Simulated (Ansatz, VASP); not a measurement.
# One calculation of Mg, two programs

```
Mg
1.0
     3.18820    0.00000    0.00000
    -1.59410    2.76106    0.00000
     0.00000    0.00000   24.66270
Mg
4
Cartesian
  1.5941 0.9204 8.5000
  0.0000 1.8407 11.0542
  1.5941 0.9204 13.5713
  0.0000 1.8407 16.1680
```

Alike in both runs: functional PBEsol; k mesh 9 × 9 × 1; occupations gaussian, width 0.1 eV; no spin polarisation.

Ansatz relaxed the structure, and its values are those at the end. VASP's run is a single point on that final structure, the one shown.

```csv
,VASP,Ansatz
version,VASP 6.6.1,Ansatz 0.2.0
potentials or method,"VASP PAW PBE potentials, release 64 (Mg)","scalar-relativistic, plane waves, PAW"
plane-wave cutoff (eV),520,420
valence electrons in the cell,8,40
```

|  | VASP | Ansatz | Ansatz less VASP |
| --- | --- | --- | --- |
| gap on the k mesh at the Fermi level (eV) | none | none | - |
| rms of the force components (eV/Å) | 0.029 | 0.030 | +0.0009 |
| work function, face that differs most (eV) | 3.61 | 3.85 | +0.241 |

A gap of «none» marks a metal or a gap that the smearing closes. The two sets of potentials don't hold the same shells in valence.

Caveats: the PAW data sets were made with another functional, which shifts forces and pressure a little (VASP).
